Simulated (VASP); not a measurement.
# Cu2O (Cuprite) (Pn-3m) in VASP: further runs

The runs below take Cu2O (Cuprite) through relaxation of the atoms, with PBE.

Program: VASP 6.6.1. These are calculated values, not measurements. Logs are shortened: lines on timing, memory, paths and dates and some standing lists are left out, and cuts for length are marked.

## Step 1: The undisturbed crystal

Symmetry: Pn-3m, No. 224, cubic system. The conventional cell has a = 4.260 Å, b = 4.260 Å, c = 4.260 Å, α = 90.00°, β = 90.00°, γ = 90.00°. Cu (site symmetry -3m) has 2 O at 1.84 Å as nearest neighbours. Around O (site symmetry -43m) lie 4 Cu at 1.84 Å.

## Step 2: Relaxation of the atoms, PBE (a relaxed cell with its volume scaled by 1.04)

File INCAR:

```
SYSTEM = Cu2O
ALGO = Fast
EDIFF = 1E-7
EDIFFG = -0.01
ENCUT = 600
GGA = PE
IBRION = 2
ISIF = 2
ISMEAR = 0
KPAR = 2
LASPH = .True.
LCHARG = .False.
LREAL = .False.
LWAVE = .False.
NELM = 80
NSW = 40
PREC = Accurate
SIGMA = 0.03
```

File KPOINTS:

```
k-points
0
Gamma
  6 6 6
  0 0 0
```

File POSCAR:

```
Cu2O                                    
1.0
    4.3638077274      0.0000000000      0.0000000000
    0.0000000000      4.3638077274      0.0000000000
    0.0000000000      0.0000000000      4.3638077274
  Cu              O             
     4     2
Direct
     0.2500000000000000    0.2500000000000000    0.2500000000000000
     0.2500000000000000    0.7500000000000000    0.7500000000000000
     0.7500000000000000    0.7500000000000000    0.2500000000000000
     0.7500000000000000    0.2500000000000000    0.7500000000000000
     0.0000000000000000    0.0000000000000000    0.0000000000000000
     0.5000000000000000    0.5000000000000000    0.5000000000000000
```

Potentials or basis: VASP PAW PBE potentials, release 64 (Cu, O).

On the command line:

```console
$ cat potpaw_PBE.64/Cu/POTCAR potpaw_PBE.64/O/POTCAR > POTCAR
$ mpirun -np 2 vasp_std > vasp.out
```

OUTCAR:

```text
SYSTEM = Cu2O
   EDIFF = 1E-7
   EDIFFG = -0.01
   ENCUT = 600
   GGA = PE
   IBRION = 2
   ISIF = 2
   ISMEAR = 0
   LASPH = .True.
   LREAL = .False.
   NELM = 80
   NSW = 40
   PREC = Accurate

 ion  position               nearest neighbor table
   1  0.250  0.250  0.250-   5 1.89   6 1.89
   2  0.250  0.750  0.750-   5 1.89   6 1.89
   3  0.750  0.750  0.250-   5 1.89   6 1.89
   4  0.750  0.250  0.750-   5 1.89   6 1.89
   5  0.000  0.000  0.000-   1 1.89   2 1.89   3 1.89   4 1.89
   6  0.500  0.500  0.500-   1 1.89   2 1.89   3 1.89   4 1.89

  LATTYP: Found a simple cubic cell.
 ALAT       =     4.3638077274

  Lattice vectors:

 A1 = (   4.3638077274,   0.0000000000,   0.0000000000)
 A2 = (   0.0000000000,   4.3638077274,   0.0000000000)
 A3 = (   0.0000000000,   0.0000000000,   4.3638077274)

Analysis of symmetry for initial positions (statically):
=====================================================================
 Subroutine PRICEL returns:
 Original cell was already a primitive cell.

 Routine SETGRP: Setting up the symmetry group for a
 simple cubic supercell.

 Subroutine GETGRP returns: Found 48 space group operations
 (whereof 24 operations were pure point group operations)
 out of a pool of 48 trial point group operations.

The static configuration has the point symmetry T_d .
 The point group associated with its full space group is O_h .

Analysis of symmetry for dynamics (positions and initial velocities):
=====================================================================
 Subroutine PRICEL returns:
 Original cell was already a primitive cell.

 Routine SETGRP: Setting up the symmetry group for a
 simple cubic supercell.

 Subroutine GETGRP returns: Found 48 space group operations
 (whereof 24 operations were pure point group operations)
 out of a pool of 48 trial point group operations.

The dynamic configuration has the point symmetry T_d .
 The point group associated with its full space group is O_h .

 Subroutine INISYM returns: Found 48 space group operations
 (whereof 24 operations are pure point group operations),
 and found     1 'primitive' translations

----------------------------------------------------------------------------------------

                                     Primitive cell

  volume of cell :      83.0992

  direct lattice vectors                    reciprocal lattice vectors
     4.363807727  0.000000000  0.000000000     0.229157667  0.000000000  0.000000000
     0.000000000  4.363807727  0.000000000     0.000000000  0.229157667  0.000000000
     0.000000000  0.000000000  4.363807727     0.000000000  0.000000000  0.229157667

  length of vectors
     4.363807727  4.363807727  4.363807727     0.229157667  0.229157667  0.229157667

  position of ions in fractional coordinates (direct lattice)
     0.250000000  0.250000000  0.250000000
     0.250000000  0.750000000  0.750000000
     0.750000000  0.750000000  0.250000000
     0.750000000  0.250000000  0.750000000
     0.000000000  0.000000000  0.000000000
     0.500000000  0.500000000  0.500000000

  ion indices of the primitive-cell ions
   primitive index   ion index
                 1           1
                 2           2
                 3           3
                 4           4
                 5           5
                 6           6

----------------------------------------------------------------------------------------

 KPOINTS: k-points

Automatic generation of k-mesh.
 Grid dimensions read from file:
 generate k-points for:    6    6    6

 Generating k-lattice:

  Cartesian coordinates                     Fractional coordinates (reciprocal lattice)
     0.038192945  0.000000000  0.000000000     0.166666667  0.000000000  0.000000000
     0.000000000  0.038192945  0.000000000     0.000000000  0.166666667  0.000000000
     0.000000000  0.000000000  0.038192945     0.000000000  0.000000000  0.166666667

  Length of vectors
     0.038192945  0.038192945  0.038192945

  Shift w.r.t. Gamma in fractional coordinates (k-lattice)
     0.000000000  0.000000000  0.000000000

 Subroutine IBZKPT returns following result:
 ===========================================

 Found     20 irreducible k-points:

 Following reciprocal coordinates:
            Coordinates               Weight
  0.000000  0.000000  0.000000      1.000000
  0.166667  0.000000  0.000000      6.000000
  0.333333  0.000000  0.000000      6.000000
  0.500000  0.000000  0.000000      3.000000
  0.166667  0.166667  0.000000     12.000000
  0.333333  0.166667  0.000000     24.000000
[... 12 lines left out ...]
  0.500000  0.500000  0.333333      6.000000
  0.500000  0.500000  0.500000      1.000000
   k-points           NKPTS =     20   k-points in BZ     NKDIM =     20   number of bands    NBANDS=     33
   number of dos      NEDOS =    301   number of ions     NIONS =      6
   total plane-waves  NPLWV =  46656
   dimension x,y,z NGX =    36 NGY =   36 NGZ =   36
   dimension x,y,z NGXF=    72 NGYF=   72 NGZF=   72
   ions per type =               4   2
   NGX,Y,Z   is equivalent  to a cutoff of  13.71, 13.71, 13.71 a.u.
   NGXF,Y,Z  is equivalent  to a cutoff of  27.43, 27.43, 27.43 a.u.
 SYSTEM =  Cu2O
   PREC   = accura    normal or accurate (medium, high low for compatibility)
   ISTART =      0    job   : 0-new  1-cont  2-samecut
   ICHARG =      2    charge: 1-file 2-atom 10-const
   ISPIN  =      1    spin polarized calculation?
   LNONCOLLINEAR =      F non collinear calculations
   LSORBIT =      F    spin-orbit coupling
   LASPH  =      T    aspherical Exc in radial PAW
   ENCUT  =  600.0 eV  44.10 Ry    6.64 a.u.   8.72  8.72  8.72*2*pi/ulx,y,z
   NELM   =     80;   NELMIN=  2; NELMDL= -5     # of ELM steps
   EDIFF  = 0.1E-06   stopping-criterion for ELM
   LREAL  =      F    real-space projection
   EDIFFG = -.1E-01   stopping-criterion for IOM
   NSW    =     40    number of steps for IOM
   IBRION =      2    ionic relax: 0-MD 1-quasi-New 2-CG
   NFREE  =      1    steps in history (QN), initial steepest desc. (CG)
   ISIF   =      2    stress and relaxation
   ISYM   =      2    0-nonsym 1-usesym 2-fastsym
   POTIM  = 0.5000    time-step for ionic-motion
   TEBEG  =    0.0;   TEEND  =   0.0 temperature during run
   PSTRESS=    0.0 pullay stress
   NELECT =      56.0000    total number of electrons
   NUPDOWN=      -1.0000    fix difference up-down
   EMIN   =  10.00;   EMAX   =-10.00  energy-range for DOS
   EFERMI =   0.00;   METHOD = LEGACY
   ISMEAR =     0;   SIGMA  =   0.03  broadening in eV -4-tet -1-fermi 0-gaus
   EFERMI_NEDOS =   21; number of points for ismear=-14 and -15
   IALGO  =     68    algorithm
   IMIX   =      4    mixing-type and parameters
     AMIX     =   0.40;   BMIX     =  1.00
     AMIX_MAG =   1.60;   BMIX_MAG =  1.00
  volume/ion in A,a.u.               =      13.85        93.46
  Fermi-wavevector in a.u.,A,eV,Ry     =   1.435286  2.712298 28.028641  2.060047
  Thomas-Fermi vector in A             =   2.554602
   LORBIT       =      0    0 simple, 1 ext, 2 COOP (PROOUT), +10 PAW based schemes
   GGA     = PE    functional components
   LHFCALC =     F    Hartree Fock is set to
   AEXX    =    0.0000 exact exchange contribution
   IVDW    =     0    specifies the selected vdW correction
   LEPSILON=     F    determine dielectric tensor
   LRPA    =     F    only Hartree local field effects (RPA)
 conjugate gradient relaxation of ions
 non-spin polarized calculation
 RMM-DIIS sequential band-by-band and
 Gauss-broadening in eV      SIGMA  =   0.03
  energy-cutoff  :      600.00
  volume of cell :       83.10
 maximum number of plane-waves:      2800
 NGX is ok and might be reduce to    36
   NGX = 17   NGY = 17   NGZ = 17

 number of electron      55.9999958 magnetization

 Free energy of the ion-electron system (eV)
  ---------------------------------------------------
  ext. energy  EPLUGINS =         0.00000000
  ---------------------------------------------------
  free energy    TOTEN  =       -27.25590133 eV

  energy without entropy =      -27.25590133  energy(sigma->0) =      -27.25590133

 E-fermi :   4.1400     XC(G=0): -10.6604

 val. band max:        3.9913726990   @ k =   0.0000   0.0000   0.0000
 cond. band min:       4.3799981319   @ k =   0.0000   0.0000   0.0000
 fundamental gap:      0.3886254329
 Fermi energy:         4.1400256498

 k-point     1 :       0.0000    0.0000    0.0000
  band No.  band energies     occupation
      1     -15.5903      2.00000
      2     -14.9811      2.00000
      3      -2.6530      2.00000
      4      -2.6530      2.00000
      5      -2.6530      2.00000
      6      -0.4337      2.00000
[... 25 lines left out ...]
     32      11.5076      0.00000
     33      11.5196      0.00000

 k-point     2 :       0.1667    0.0000    0.0000
  band No.  band energies     occupation
      1     -15.5485      2.00000
      2     -15.0206      2.00000
      3      -2.5940      2.00000
      4      -2.5593      2.00000
      5      -2.5593      2.00000
      6      -0.9805      2.00000
[... 25 lines left out ...]
     32      11.1175      0.00000
     33      11.3989      0.00000

 k-point     3 :       0.3333    0.0000    0.0000
  band No.  band energies     occupation
      1     -15.4348      2.00000
      2     -15.1296      2.00000
      3      -2.4055      2.00000
      4      -2.3090      2.00000
      5      -2.3090      2.00000
      6      -1.5715      2.00000
[... 25 lines left out ...]
     32       9.9559      0.00000
     33      11.1971      0.00000

 k-point     4 :       0.5000    0.0000    0.0000
  band No.  band energies     occupation
      1     -15.2810      2.00000
      2     -15.2810      2.00000
      3      -2.0991      2.00000
      4      -2.0991      2.00000
      5      -2.0653      2.00000
      6      -2.0653      2.00000
[... 529 lines left out ...]
     32       8.0475      0.00000
     33       8.5648      0.00000

 k-point    19 :       0.5000    0.5000    0.3333
  band No.  band energies     occupation
      1     -15.4194      2.00000
      2     -15.0772      2.00000
      3      -2.6330      2.00000
      4      -2.6330      2.00000
      5      -2.4357      2.00000
      6      -1.2618      2.00000
[... 25 lines left out ...]
     32       7.9186      0.00000
     33       8.7758      0.00000

 k-point    20 :       0.5000    0.5000    0.5000
  band No.  band energies     occupation
      1     -15.4412      2.00000
      2     -15.0454      2.00000
      3      -2.5769      2.00000
      4      -2.5769      2.00000
      5      -2.5769      2.00000
      6      -1.2153      2.00000
[... 25 lines left out ...]
     32       8.6410      0.00000
     33       8.6412      0.00000

------------------------ aborting loop because EDIFF is reached ----------------------------------------

  FORCE on cell =-STRESS in cart. coord.  units (eV):
  Direction    XX          YY          ZZ          XY          YZ          ZX
  --------------------------------------------------------------------------------------
  -------------------------------------------------------------------------------------
  Total       -2.0498405     -2.0498405     -2.0498405      0.0000000      0.0000000      0.0000000
  in kB      -39.5215376    -39.5215376    -39.5215376      0.0000000      0.0000000      0.0000000
  external PRESSURE =     -39.5215376 kB  Pullay stress =       0.0000000 kB

 VOLUME and BASIS-vectors are now :
 -----------------------------------------------------------------------------
  energy-cutoff  :      600.00
  volume of cell :       83.10
      direct lattice vectors                 reciprocal lattice vectors
     4.363807727  0.000000000  0.000000000     0.229157667  0.000000000  0.000000000
     0.000000000  4.363807727  0.000000000     0.000000000  0.229157667  0.000000000
     0.000000000  0.000000000  4.363807727     0.000000000  0.000000000  0.229157667

 POSITION                                       TOTAL-FORCE (eV/Angst)
 -----------------------------------------------------------------------------------
      1.09095      1.09095      1.09095         0.000000      0.000000     -0.000000
      1.09095      3.27286      3.27286        -0.000000      0.000000      0.000000
      3.27286      3.27286      1.09095         0.000000      0.000000     -0.000000
      3.27286      1.09095      3.27286        -0.000000     -0.000000      0.000000
      0.00000      0.00000      0.00000        -0.000000     -0.000000     -0.000000
      2.18190      2.18190      2.18190        -0.000000     -0.000000      0.000000
 -----------------------------------------------------------------------------------
    total drift:                                0.000000      0.000000      0.000000

  FREE ENERGIE OF THE ION-ELECTRON SYSTEM (eV)
  ---------------------------------------------------
  free  energy   TOTEN  =       -27.2559013328 eV

  energy  without entropy=      -27.2559013328  energy(sigma->0) =      -27.25590133

 reached required accuracy - stopping structural energy minimisation
```

It took 32 s on 2 MPI ranks of AMD EPYC 7R13 (Zen 3), shared host; peak memory 0.2 GiB.

Results:

- Free energy: -27.2559 eV
- Pressure after relaxing: -4.0 GPa
- Band gap on the k mesh: 0.39 eV, direct

Final structure:
```xyz
6
Lattice="4.3638 0.0000 0.0000 0.0000 4.3638 0.0000 0.0000 0.0000 4.3638" Properties=species:S:1:pos:R:3 pbc="T T T"
Cu    1.0910    1.0910    1.0910
Cu    1.0910    3.2729    3.2729
Cu    3.2729    3.2729    1.0910
Cu    3.2729    1.0910    3.2729
O     0.0000    0.0000    0.0000
O     2.1819    2.1819    2.1819
```

Levels at points of the mesh, in eV from the valence-band top:
| k point | band 26 | band 27 | band 28 | band 29 | band 30 | band 31 |
| --- | --- | --- | --- | --- | --- | --- |
| (0.00, 0.00, 0.00) | 0.00 | 0.00 | 0.00 | 0.39 | 1.49 | 1.49 |
| (0.50, 0.00, 0.00) | -1.07 | -0.35 | -0.35 | 2.11 | 2.11 | 4.27 |
| (0.50, 0.50, 0.00) | -1.09 | -0.59 | -0.59 | 1.89 | 1.89 | 3.72 |
| (0.50, 0.50, 0.50) | -0.51 | -0.51 | -0.51 | 2.57 | 2.57 | 2.57 |

Caveat: the relaxation stopped at its first step, so nothing moved. A k mesh can miss the band edges.

## Step 3: Relaxation of the atoms, PBE (a relaxed cell with its volume scaled by 1.06)

INCAR is that of step 2.

KPOINTS is that of step 2.

POSCAR, as its differences from that of step 2:

```diff
@@ -2,5 +2,5 @@
 1.0
-    4.3638077274      0.0000000000      0.0000000000
-    0.0000000000      4.3638077274      0.0000000000
-    0.0000000000      0.0000000000      4.3638077274
+    4.3916034305      0.0000000000      0.0000000000
+    0.0000000000      4.3916034305      0.0000000000
+    0.0000000000      0.0000000000      4.3916034305
   Cu              O
```

Potentials or basis: VASP PAW PBE potentials, release 64 (Cu, O).

On the command line:

```console
$ cat potpaw_PBE.64/Cu/POTCAR potpaw_PBE.64/O/POTCAR > POTCAR
$ mpirun -np 2 vasp_std > vasp.out
```

Wall time 34 s (2 MPI ranks of AMD EPYC 7R13 (Zen 3), shared host); peak memory 0.2 GiB.

Results (log left out):

| Quantity | Value |
| --- | --- |
| Free energy | -27.2098 eV |
| Pressure after relaxing | -5.6 GPa |
| Band gap on the k mesh | 0.35 eV, direct |

Final structure:
```
Cu O
1.0
     4.39160    0.00000    0.00000
     0.00000    4.39160    0.00000
     0.00000    0.00000    4.39160
Cu O
4 2
Direct
  0.25000 0.25000 0.25000
  0.25000 0.75000 0.75000
  0.75000 0.75000 0.25000
  0.75000 0.25000 0.75000
  0.00000 0.00000 0.00000
  0.50000 0.50000 0.50000
```

Levels at points of the mesh, in eV from the valence-band top:
| k point | band 24 | band 25 | band 26 | band 27 | band 28 | band 29 | band 30 | band 31 | band 32 | band 33 |
| --- | --- | --- | --- | --- | --- | --- | --- | --- | --- | --- |
| (0.00, 0.00, 0.00) | -1.37 | -1.37 | 0.00 | 0.00 | 0.00 | 0.35 | 1.55 | 1.55 | 7.40 | 7.40 |
| (0.50, 0.00, 0.00) | -1.47 | -1.04 | -1.04 | -0.34 | -0.34 | 2.07 | 2.07 | 4.28 | 4.28 | 7.04 |
| (0.50, 0.50, 0.00) | -1.28 | -1.06 | -1.06 | -0.57 | -0.57 | 1.88 | 1.88 | 3.69 | 3.69 | 6.56 |
| (0.50, 0.50, 0.50) | -1.42 | -0.91 | -0.50 | -0.50 | -0.50 | 2.60 | 2.60 | 2.60 | 4.59 | 4.59 |

Caveat: the relaxation stopped at its first step, so nothing moved.
